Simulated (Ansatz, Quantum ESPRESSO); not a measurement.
**KBr: electronic dielectric constant by level of theory**

**What was measured.** The electronic dielectric constant of KBr (Fm-3m) is reported as 2.36 (a printed reference work). The runs below try to reproduce it.

The structure is cubic, space group Fm-3m (No. 225). The conventional cell has a = 6.600 Å, b = 6.600 Å, c = 6.600 Å, α = 90.00°, β = 90.00°, γ = 90.00°. Br (site symmetry m-3m) has 6 K at 3.30 Å as nearest neighbours. Around K (site symmetry m-3m) lie 6 Br at 3.30 Å.

| rung | level | program and potentials | cutoff (eV) | k mesh | task | spin | electronic dielectric constant | miss | notes |
| --- | --- | --- | --- | --- | --- | --- | --- | --- | --- |
| LDA | LDA | Ansatz, Ansatz PAW | 420 | 7 × 7 × 7 | Born charges and dielectric tensor | off | 2.63 | +11.4 % | potentials made for PBE, which Ansatz adapts in part |
| LDA | LDA | Ansatz, Ansatz PAW | 420 | 5 × 5 × 5 | phonons | off | 2.63 | +11.4 % | potentials made for PBE, which Ansatz adapts in part |
| LDA | LDA | Quantum ESPRESSO, GBRV 1.5 LDA | 612 | 4 × 4 × 4, shifted | phonons | off | 2.76 | +16.9 % | cell relaxed first (32.24 Å³/atom) |
| LDA | LDA | Quantum ESPRESSO, PseudoDojo 0.4.1 SR LDA standard | 980 | 4 × 4 × 4, shifted | phonons | off | 2.76 | +16.9 % | cell relaxed first (32.31 Å³/atom) |
| GGA | AM05 | Quantum ESPRESSO, PseudoDojo 0.4.1 SR PBE standard | 1007 | 6 × 6 × 6, shifted | dielectric tensor | off | 2.55 | +8.1 % | potentials made for PBE |
| GGA | AM05 | Quantum ESPRESSO, PseudoDojo 0.4.1 SR PBE standard | 1007 | 4 × 4 × 4, shifted | phonons | off | 2.51 | +6.4 % | potentials made for PBE; cell relaxed first (37.12 Å³/atom) |
| GGA | BLYP | Quantum ESPRESSO, PseudoDojo 0.4.1 SR PBE standard | 1007 | 6 × 6 × 6, shifted | dielectric tensor | off | 2.54 | +7.6 % | potentials made for PBE |
| GGA | PBE | Ansatz, Ansatz PAW | 420 | 5 × 5 × 5 | phonons | off | 2.55 | +8.1 % | - |
| GGA | PBE | Quantum ESPRESSO, GBRV 1.5 PBE | 612 | 4 × 4 × 4, shifted | phonons | off | 2.51 | +6.4 % | cell relaxed first (37.13 Å³/atom) |
| GGA | PBE | Quantum ESPRESSO, PseudoDojo 0.4 FR PBE standard | 1007 | 6 × 6 × 6, shifted | dielectric tensor | SOC, no magnetisation | 2.56 | +8.5 % | - |
| GGA | PBE | Quantum ESPRESSO, PseudoDojo 0.4.1 SR PBE standard | 1007 | 4 × 4 × 4, shifted | phonons | off | 2.50 | +5.9 % | cell relaxed first (37.64 Å³/atom) |
| GGA | PBEsol | Quantum ESPRESSO, PseudoDojo 0.4.1 SR PBEsol standard | 1007 | 6 × 6 × 6, shifted | dielectric tensor | off | 2.59 | +9.7 % | - |
| GGA | PW91 | Quantum ESPRESSO, PseudoDojo 0.4.1 SR PBE standard | 1007 | 4 × 4 × 4, shifted | phonons | off | 2.50 | +5.9 % | potentials made for PBE; cell relaxed first (37.56 Å³/atom) |
| GGA | WC | Quantum ESPRESSO, PseudoDojo 0.4.1 SR PBE standard | 1007 | 6 × 6 × 6, shifted | dielectric tensor | off | 2.59 | +9.7 % | potentials made for PBE |
| GGA | revPBE | Quantum ESPRESSO, PseudoDojo 0.4.1 SR PBE standard | 1007 | 4 × 4 × 4, shifted | phonons | off | 2.36 | +0.0 % | potentials made for PBE; cell relaxed first (40.76 Å³/atom) |
| GGA | revPBE | Quantum ESPRESSO, PseudoDojo 0.4.1 SR PBE standard | 1007 | 2 × 2 × 2, shifted | phonons | off | 2.34 | -0.8 % | coarse mesh; potentials made for PBE; cell relaxed first (40.63 Å³/atom) |
| non-local van der Waals functional | vdW-DF-cx | Quantum ESPRESSO, PseudoDojo 0.4.1 SR PBE standard | 1007 | 4 × 4 × 4, shifted | phonons | off | 2.55 | +8.1 % | potentials made for PBE; cell relaxed first (36.04 Å³/atom) |
| meta-GGA | r2SCAN | Ansatz, Ansatz PAW | 500 | 7 × 7 × 7 | Born charges and dielectric tensor | off | 2.45 | +3.8 % | potentials made for PBE, which Ansatz adapts in part |

The cell comes from a database and isn't always the measured one. Meshes differ between rows, which moves values too. All levels ran on this one cell, unrelaxed unless noted. Meshes are those of the run's cell of 2 atoms unless a note names another. Ansatz refines the mesh for the field response beyond the one shown. Misses use the values as printed. Runs on faulty files, with rough fits or with known faults for this quantity aren't shown.

By rung: LDA 2.63; LDA in relaxed cells 2.76; GGA 2.54 to 2.59; GGA in relaxed cells 2.36 to 2.51; non-local van der Waals functional in relaxed cells 2.55; meta-GGA 2.45; GGA in relaxed cells on coarse meshes 2.34. Measured: 2.36 (a printed reference work). Closest, coarse meshes and atomic bases left aside, is revPBE with Quantum ESPRESSO, PseudoDojo 0.4.1 SR PBE standard (+0.0 %), and PBE misses by +5.9 % to +8.1 % on plain settings. The runs are for a static lattice, while measurements hold temperature and zero-point motion.
